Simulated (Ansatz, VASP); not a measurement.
**One calculation of C, two programs**

```xyz
2
Lattice="0.0000 1.7857 1.7857 1.7857 0.0000 1.7857 1.7857 1.7857 0.0000" Properties=species:S:1:pos:R:3 pbc="T T T"
C     0.0000    0.0000    0.0000
C     0.8929    0.8929    0.8929
```

Alike in both runs: functional PBE; k mesh 12 × 12 × 12; occupations gaussian, width 0.02 eV; no spin polarisation.

Ansatz relaxed the structure, and its values are those at the end. VASP's run is a single point on that final structure, the one shown.

```csv
,VASP,Ansatz
version,VASP 6.6.1,Ansatz 0.2.0
potentials or method,"VASP PAW PBE potentials, release 64 (C)","scalar-relativistic, plane waves, PAW"
plane-wave cutoff (eV),520,420
valence electrons in the cell,8,8
```

Ansatz gave:

* gap on the k mesh at the Fermi level (eV): 4.15
* least direct gap on the mesh (eV): 5.58
* pressure (GPa): 0.0

**Question.** Estimate VASP's values.

**Answer.** gap on the k mesh at the Fermi level (eV): 4.14; least direct gap on the mesh (eV): 5.58; pressure (GPa): 0.7.
